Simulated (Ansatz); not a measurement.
**NaCl (Fm-3m) at 2 levels of theory**

One geometry, relaxed with PBE; plane waves with PAW potentials in Ansatz, scalar-relativistic. No spin polarisation. Gaps are the least over mesh and band path; pressure is positive in compression.

```
CELL_PARAMETERS angstrom
0.00000 2.84804 2.84804
2.84804 0.00000 2.84804
2.84804 2.84804 0.00000
ATOMIC_POSITIONS crystal
Na 0.00000 0.00000 0.00000
Cl 0.50000 0.50000 0.50000
```

| level | cutoff (eV) | k mesh | gap (eV) | pressure (GPa) |
| --- | --- | --- | --- | --- |
| PBE | 420 | 8×8×8 | 5.00 | 0.0 |

Problem. What comes out on the same cell with PBEsol?

Solution.
| level | cutoff (eV) | k mesh | gap (eV) | pressure (GPa) |
| --- | --- | --- | --- | --- |
| PBEsol | 420 | 8×8×8 | 4.83 | -1.1 |

The cell was reached from a generator's guess, though it ends in a space group that the Crystallography Open Database lists for this formula.
